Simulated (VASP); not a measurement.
# NaF (Villiaumite) (Fm-3m) in VASP: notebook

One crystal, NaF (Villiaumite), is run at these levels: PBE, LDA; tasks: relaxation of cell and atoms.

Program: VASP 6.6.1. These are calculated values, not measurements. Logs are shortened: lines on timing, memory, paths and dates and some standing lists are left out, and cuts for length are marked.

### Step 1. The structure

The structure is cubic, space group Fm-3m (No. 225). Conventional cell: a = 4.694 Å, b = 4.694 Å, c = 4.694 Å, α = 90.00°, β = 90.00°, γ = 90.00°. Around Na (site symmetry m-3m) lie 6 F at 2.35 Å. Around F (site symmetry m-3m) lie 6 Na at 2.35 Å.

### Step 2. Relaxation of cell and atoms, PBE

INCAR

```
SYSTEM = NaF
PREC = Accurate ; ENCUT = 600
EDIFF = 1E-7 ; ISMEAR = 0
SIGMA = 0.03 ; LREAL = .FALSE.
LASPH = .TRUE. ; NELM = 80
ALGO = Normal ; ISIF = 3
LWAVE = .FALSE. ; LCHARG = .FALSE.
GGA = PE ; IBRION = 2
NSW = 90 ; EDIFFG = -0.005
```

KPOINTS

```
regular mesh
0
G
  10 10 10
  0 0 0
```

POSCAR

```
NaF                                     
1.0
    0.0000000000      2.3468666079      2.3468666079
    2.3468666079      0.0000000000      2.3468666079
    2.3468666079      2.3468666079      0.0000000000
  Na              F             
     1     1
Direct
     0.0000000000000000    1.0000000000000000    0.0000000000000000
     0.5000000000000000    0.5000000000000000    0.5000000000000000
```

Potentials or basis: VASP PAW PBE potentials, release 64 (Na_pv, F).

On the command line:

```console
$ cat potpaw_PBE.64/Na_pv/POTCAR potpaw_PBE.64/F/POTCAR > POTCAR
$ mpirun -np 1 vasp_std > vasp.out
```

OUTCAR:

```text
SYSTEM = NaF
   PREC = Accurate
   ENCUT = 600
   EDIFF = 1E-7
   ISMEAR = 0
   LREAL = .FALSE.
   LASPH = .TRUE.
   NELM = 80
   ISIF = 3
   GGA = PE
   IBRION = 2
   NSW = 90
   EDIFFG = -0.005

 ion  position               nearest neighbor table
   1  0.000  0.000  0.000-   2 2.35   2 2.35   2 2.35   2 2.35   2 2.35   2 2.35
   2  0.500  0.500  0.500-   1 2.35   1 2.35   1 2.35   1 2.35   1 2.35   1 2.35

  LATTYP: Found a face centered cubic cell.
 ALAT       =     4.6937332158

  Lattice vectors:

 A1 = (   0.0000000000,   2.3468666079,   2.3468666079)
 A2 = (   2.3468666079,   0.0000000000,   2.3468666079)
 A3 = (   2.3468666079,   2.3468666079,   0.0000000000)

Analysis of symmetry for initial positions (statically):
=====================================================================
 Subroutine PRICEL returns:
 Original cell was already a primitive cell.

 Routine SETGRP: Setting up the symmetry group for a
 face centered cubic supercell.

 Subroutine GETGRP returns: Found 48 space group operations
 (whereof 48 operations were pure point group operations)
 out of a pool of 48 trial point group operations.

The static configuration has the point symmetry O_h .

Analysis of symmetry for dynamics (positions and initial velocities):
=====================================================================
 Subroutine PRICEL returns:
 Original cell was already a primitive cell.

 Routine SETGRP: Setting up the symmetry group for a
 face centered cubic supercell.

 Subroutine GETGRP returns: Found 48 space group operations
 (whereof 48 operations were pure point group operations)
 out of a pool of 48 trial point group operations.

The dynamic configuration has the point symmetry O_h .

 Subroutine INISYM returns: Found 48 space group operations
 (whereof 48 operations are pure point group operations),
 and found     1 'primitive' translations

----------------------------------------------------------------------------------------

                                     Primitive cell

  volume of cell :      25.8521

  direct lattice vectors                    reciprocal lattice vectors
     0.000000000  2.346866608  2.346866608    -0.213050029  0.213050029  0.213050029
     2.346866608  0.000000000  2.346866608     0.213050029 -0.213050029  0.213050029
     2.346866608  2.346866608  0.000000000     0.213050029  0.213050029 -0.213050029

  length of vectors
     3.318970586  3.318970586  3.318970586     0.369013476  0.369013476  0.369013476

  position of ions in fractional coordinates (direct lattice)
     0.000000000  0.000000000  0.000000000
     0.500000000  0.500000000  0.500000000

  ion indices of the primitive-cell ions
   primitive index   ion index
                 1           1
                 2           2

----------------------------------------------------------------------------------------

 KPOINTS: regular mesh

Automatic generation of k-mesh.
 Grid dimensions read from file:
 generate k-points for:   10   10   10

 Generating k-lattice:

  Cartesian coordinates                     Fractional coordinates (reciprocal lattice)
    -0.021305003  0.021305003  0.021305003     0.100000000  0.000000000  0.000000000
     0.021305003 -0.021305003  0.021305003     0.000000000  0.100000000  0.000000000
     0.021305003  0.021305003 -0.021305003     0.000000000  0.000000000  0.100000000

  Length of vectors
     0.036901348  0.036901348  0.036901348

  Shift w.r.t. Gamma in fractional coordinates (k-lattice)
     0.000000000  0.000000000  0.000000000

 Subroutine IBZKPT returns following result:
 ===========================================

 Found     47 irreducible k-points:

 Following reciprocal coordinates:
            Coordinates               Weight
  0.000000  0.000000  0.000000      1.000000
  0.100000  0.000000  0.000000      8.000000
  0.200000  0.000000  0.000000      8.000000
  0.300000  0.000000  0.000000      8.000000
  0.400000  0.000000  0.000000      8.000000
  0.500000  0.000000  0.000000      4.000000
[... 16 lines left out ...]
  0.300000  0.300000  0.000000      6.000000
  0.400000  0.300000  0.000000     24.000000
 [... further k-points ...]
   k-points           NKPTS =     47   k-points in BZ     NKDIM =     47   number of bands    NBANDS=     11
   number of dos      NEDOS =    301   number of ions     NIONS =      2
   total plane-waves  NPLWV =  21952
   dimension x,y,z NGX =    28 NGY =   28 NGZ =   28
   dimension x,y,z NGXF=    56 NGYF=   56 NGZF=   56
   ions per type =               1   1
   NGX,Y,Z   is equivalent  to a cutoff of  14.03, 14.03, 14.03 a.u.
   NGXF,Y,Z  is equivalent  to a cutoff of  28.05, 28.05, 28.05 a.u.
 SYSTEM =  NaF
   PREC   = accura    normal or accurate (medium, high low for compatibility)
   ISTART =      0    job   : 0-new  1-cont  2-samecut
   ICHARG =      2    charge: 1-file 2-atom 10-const
   ISPIN  =      1    spin polarized calculation?
   LNONCOLLINEAR =      F non collinear calculations
   LSORBIT =      F    spin-orbit coupling
   LASPH  =      T    aspherical Exc in radial PAW
   ENCUT  =  600.0 eV  44.10 Ry    6.64 a.u.   6.63  6.63  6.63*2*pi/ulx,y,z
   NELM   =     80;   NELMIN=  2; NELMDL= -5     # of ELM steps
   EDIFF  = 0.1E-06   stopping-criterion for ELM
   LREAL  =      F    real-space projection
   EDIFFG = -.5E-02   stopping-criterion for IOM
   NSW    =     90    number of steps for IOM
   IBRION =      2    ionic relax: 0-MD 1-quasi-New 2-CG
   NFREE  =      1    steps in history (QN), initial steepest desc. (CG)
   ISIF   =      3    stress and relaxation
   ISYM   =      2    0-nonsym 1-usesym 2-fastsym
   POTIM  = 0.5000    time-step for ionic-motion
   TEBEG  =    0.0;   TEEND  =   0.0 temperature during run
   PSTRESS=    0.0 pullay stress
   NELECT =      14.0000    total number of electrons
   NUPDOWN=      -1.0000    fix difference up-down
   EMIN   =  10.00;   EMAX   =-10.00  energy-range for DOS
   EFERMI =   0.00;   METHOD = LEGACY
   ISMEAR =     0;   SIGMA  =   0.03  broadening in eV -4-tet -1-fermi 0-gaus
   EFERMI_NEDOS =   21; number of points for ismear=-14 and -15
   IALGO  =     38    algorithm
   IMIX   =      4    mixing-type and parameters
     AMIX     =   0.40;   BMIX     =  1.00
     AMIX_MAG =   1.60;   BMIX_MAG =  1.00
  volume/ion in A,a.u.               =      12.93        87.23
  Fermi-wavevector in a.u.,A,eV,Ry     =   1.334399  2.521649 24.226822  1.780621
  Thomas-Fermi vector in A             =   2.463184
   LORBIT       =      0    0 simple, 1 ext, 2 COOP (PROOUT), +10 PAW based schemes
   GGA     = PE    functional components
   LHFCALC =     F    Hartree Fock is set to
   AEXX    =    0.0000 exact exchange contribution
   IVDW    =     0    specifies the selected vdW correction
   LEPSILON=     F    determine dielectric tensor
   LRPA    =     F    only Hartree local field effects (RPA)
 conjugate gradient relaxation of ions
 non-spin polarized calculation
 Gauss-broadening in eV      SIGMA  =   0.03
  energy-cutoff  :      600.00
  volume of cell :       25.85
 maximum number of plane-waves:       889
   NGX = 13   NGY = 13   NGZ = 13

 number of electron      14.0000003 magnetization

 Free energy of the ion-electron system (eV)
  ---------------------------------------------------
  ext. energy  EPLUGINS =         0.00000000
  ---------------------------------------------------
  free energy    TOTEN  =        -8.57109913 eV

  energy without entropy =       -8.57109913  energy(sigma->0) =       -8.57109913

 E-fermi :  -2.0933     XC(G=0):  -8.9725

 val. band max:       -2.2487574456   @ k =   0.0000   0.0000   0.0000
 cond. band min:       3.8502489145   @ k =   0.0000   0.0000   0.0000
 fundamental gap:      6.0990063601
 Fermi energy:        -2.0933286997

 k-point     1 :       0.0000    0.0000    0.0000
  band No.  band energies     occupation
      1     -21.3600      2.00000
      2     -21.3103      2.00000
      3     -21.3103      2.00000
      4     -21.3103      2.00000
      5      -2.2488      2.00000
      6      -2.2488      2.00000
      7      -2.2488      2.00000
      8       3.8502      0.00000
      9      16.4542      0.00000
     10      16.4542      0.00000
     11      16.4542      0.00000

 k-point     2 :       0.1000    0.0000    0.0000
  band No.  band energies     occupation
      1     -21.5617      2.00000
      2     -21.3113      2.00000
      3     -21.3113      2.00000
      4     -21.0968      2.00000
      5      -2.4358      2.00000
      6      -2.2718      2.00000
      7      -2.2718      2.00000
      8       4.1983      0.00000
      9      15.1906      0.00000
     10      16.5994      0.00000
     11      16.5994      0.00000

 k-point     3 :       0.2000    0.0000    0.0000
  band No.  band energies     occupation
      1     -21.7547      2.00000
      2     -21.3141      2.00000
      3     -21.3141      2.00000
      4     -20.8724      2.00000
      5      -2.8654      2.00000
      6      -2.3315      2.00000
      7      -2.3315      2.00000
      8       5.0987      0.00000
      9      13.4433      0.00000
     10      16.9587      0.00000
     11      16.9587      0.00000

 k-point     4 :       0.3000    0.0000    0.0000
  band No.  band energies     occupation
      1     -21.9023      2.00000
      2     -21.3175      2.00000
      3     -21.3175      2.00000
      4     -20.6857      2.00000
      5      -3.3169      2.00000
      6      -2.4041      2.00000
      7      -2.4041      2.00000
      8       6.2892      0.00000
      9      11.9269      0.00000
     10      17.3041      0.00000
     11      17.3041      0.00000

 k-point     5 :       0.4000    0.0000    0.0000
  band No.  band energies     occupation
      1     -21.9943      2.00000
      2     -21.3202      2.00000
      3     -21.3202      2.00000
      4     -20.5616      2.00000
      5      -3.6395      2.00000
      6      -2.4621      2.00000
      7      -2.4620      2.00000
      8       7.5297      0.00000
      9      10.6472      0.00000
     10      17.4364      0.00000
     11      17.4364      0.00000
[... 211 lines left out ...]
 k-point    21 :      -0.3000    0.2000    0.0000
  band No.  band energies     occupation
      1     -21.8999      2.00000
      2     -21.3578      2.00000
      3     -21.3215      2.00000
      4     -20.6364      2.00000
      5      -3.4235      2.00000
      6      -2.7390      2.00000
      7      -2.4803      2.00000
      8       7.8876      0.00000
      9      11.2129      0.00000
     10      14.6942      0.00000
     11      17.7797      0.00000

 k-point    22 :      -0.2000    0.2000    0.0000
  band No.  band energies     occupation
      1     -21.8690      2.00000
      2     -21.3454      2.00000
      3     -21.3155      2.00000
      4     -20.6970      2.00000
      5      -3.2603      2.00000
      6      -2.5969      2.00000
      7      -2.4167      2.00000
      8       6.7060      0.00000
      9      12.0463      0.00000
     10      15.3705      0.00000
     11      18.3572      0.00000

 k-point    23 :       0.3000    0.3000    0.0000
  band No.  band energies     occupation
      1     -21.7135      2.00000
      2     -21.3405      2.00000
      3     -21.3405      2.00000
      4     -20.8597      2.00000
      5      -3.2564      2.00000
      6      -2.5103      2.00000
      7      -2.5103      2.00000
      8       7.0404      0.00000
      9      11.9904      0.00000
     10      15.2053      0.00000
     11      16.8380      0.00000

 k-point    24 :       0.4000    0.3000    0.0000
  band No.  band energies     occupation
      1     -21.6951      2.00000
      2     -21.3519      2.00000
      3     -21.3452      2.00000
      4     -20.8621      2.00000
      5      -3.3642      2.00000
      6      -2.6120      2.00000
      7      -2.5593      2.00000
      8       8.0287      0.00000
      9      11.4379      0.00000
     10      14.0875      0.00000
     11      16.9063      0.00000

 [... further k-points ...]

------------------------ aborting loop because EDIFF is reached ----------------------------------------

  FORCE on cell =-STRESS in cart. coord.  units (eV):
  Direction    XX          YY          ZZ          XY          YZ          ZX
  --------------------------------------------------------------------------------------
  -------------------------------------------------------------------------------------
  Total       -0.0021788     -0.0021788     -0.0021788      0.0000000      0.0000000      0.0000000
  in kB       -0.1350314     -0.1350314     -0.1350314      0.0000000      0.0000000      0.0000000
  external PRESSURE =      -0.1350314 kB  Pullay stress =       0.0000000 kB

 VOLUME and BASIS-vectors are now :
 -----------------------------------------------------------------------------
  energy-cutoff  :      600.00
  volume of cell :       25.85
      direct lattice vectors                 reciprocal lattice vectors
     0.000000000  2.346866608  2.346866608    -0.213050029  0.213050029  0.213050029
     2.346866608  0.000000000  2.346866608     0.213050029 -0.213050029  0.213050029
     2.346866608  2.346866608  0.000000000     0.213050029  0.213050029 -0.213050029

 POSITION                                       TOTAL-FORCE (eV/Angst)
 -----------------------------------------------------------------------------------
      0.00000      0.00000      0.00000         0.000000      0.000000      0.000000
      2.34687      2.34687      2.34687        -0.000000     -0.000000     -0.000000
 -----------------------------------------------------------------------------------
    total drift:                                0.000000      0.000000      0.000000

  FREE ENERGIE OF THE ION-ELECTRON SYSTEM (eV)
  ---------------------------------------------------
  free  energy   TOTEN  =        -8.5710991283 eV

  energy  without entropy=       -8.5710991283  energy(sigma->0) =       -8.57109913

 reached required accuracy - stopping structural energy minimisation
```

Run time: 16 s. Hardware: 1 thread of Intel Xeon Platinum 8259CL at 2.50GHz (Skylake/Cascade Lake), shared host; peak memory 0.15 GiB.

What came out:

```
Free energy             : -8.5711 eV
Pressure after relaxing : 0.0 GPa
Band gap on the k mesh  : 6.10 eV, direct
```

Final structure:
```
Na F
1.0
     0.00000    2.34687    2.34687
     2.34687    0.00000    2.34687
     2.34687    2.34687    0.00000
Na F
1 1
Direct
  0.00000 0.00000 0.00000
  0.50000 0.50000 0.50000
```

Levels at points of the mesh, in eV from the valence-band top:
```
           k point  band 4  band 5  band 6  band 7  band 8  band 9  band 10  band 11
(0.00, 0.00, 0.00)  -19.06    0.00    0.00    0.00    6.10   18.70    18.70    18.70
(0.50, 0.00, 0.00)  -18.27   -1.51   -0.24   -0.24   10.55   12.14    19.70    19.70
(0.50, 0.50, 0.00)  -18.88   -1.21   -0.39   -0.39   12.84   13.18    13.23    19.27
```

Caveat: the relaxation stopped at its first step, so nothing moved.

### Step 3. Relaxation of cell and atoms, LDA

This run uses another cell than the first one, of 12.49 Å³/atom, 0.966 times its volume.

INCAR

```
PREC     = Accurate       # precision mode
ENCUT    = 600            # plane-wave cutoff, eV
EDIFF    = 1E-6           # SCF threshold, eV
ISMEAR   = 0              # smearing method
SIGMA    = 0.03           # smearing width, eV
LREAL    = False          # projectors in reciprocal space
LASPH    = True           # aspherical terms in the spheres
NELM     = 80             # most SCF steps
ALGO     = Normal         # electronic algorithm
ISIF     = 3              # what is computed and relaxed
LWAVE    = False          # write WAVECAR
LCHARG   = False          # write CHGCAR
GGA      = CA             # functional
IBRION   = 2              # ionic algorithm
NSW      = 90             # ionic steps
EDIFFG   = -0.01          # ionic threshold
```

KPOINTS

```
Automatic mesh
0
Gamma
  10 10 10
```

POSCAR

```
NaF
1.0
    0.0000000000      2.3200000000      2.3200000000
    2.3200000000      0.0000000000      2.3200000000
    2.3200000000      2.3200000000      0.0000000000
Na F
1 1
Direct
    0.0000000000      0.0000000000      0.0000000000
    0.5000000000      0.5000000000      0.5000000000
```

Potentials or basis: VASP PAW LDA potentials, release 64 (Na_pv, F).

On the command line:

```console
$ cat potpaw_LDA.64/Na_pv/POTCAR potpaw_LDA.64/F/POTCAR > POTCAR
$ mpirun -np 1 vasp_std > vasp.out
```

It took 61 s on 1 thread of Intel Xeon Platinum 8375C at 2.90GHz (Ice Lake), shared host; peak memory 0.14 GiB.

The run converged. Its results:

```
Free energy                            : -9.3404 eV
Relaxed volume                         : 11.38 Å³/atom
Relaxed cell                           : a = 3.181 Å, b = 3.181 Å, c = 3.181 Å, α = 60.00°, β = 60.00°, γ = 60.00°
Space group after relaxing (to 0.05 Å) : Fm-3m (No. 225)
Energy gained by relaxing              : 17.9 meV/atom
Ionic steps                            : 3
Pressure after relaxing                : -0.1 GPa
Band gap on the k mesh                 : 6.46 eV, direct
```

The path:
```csv
step,energy change (eV),largest force (eV/Å),pressure (GPa),volume (Å³)
1,0.0000,0.0000,-4.71,24.97
2,-0.0288,0.0000,-2.29,23.67
3,-0.0358,0.0000,-0.08,22.75
```

Final structure:
```cif
data_structure
_symmetry_space_group_name_H-M 'P 1'
_symmetry_Int_Tables_number 1
_cell_length_a 3.1807
_cell_length_b 3.1807
_cell_length_c 3.1807
_cell_angle_alpha 60.000
_cell_angle_beta 60.000
_cell_angle_gamma 60.000
_cell_volume 22.75
loop_
_atom_site_label
_atom_site_type_symbol
_atom_site_fract_x
_atom_site_fract_y
_atom_site_fract_z
_atom_site_occupancy
Na1 Na 0.00000 0.00000 0.00000 1
F1 F 0.50000 0.50000 0.50000 1
```

Levels at points of the mesh, in eV from the valence-band top:
```csv
k point,band 4,band 5,band 6,band 7,band 8,band 9,band 10,band 11
"(0.00, 0.00, 0.00)",-18.51,0.00,0.00,0.00,6.46,19.16,19.16,19.16
"(0.50, 0.00, 0.00)",-17.59,-1.87,-0.32,-0.32,10.94,12.86,20.64,20.64
"(0.50, 0.50, 0.00)",-18.58,-1.47,-0.46,-0.46,13.12,13.50,14.14,20.49
```

(Continued in part 2 of 2.)
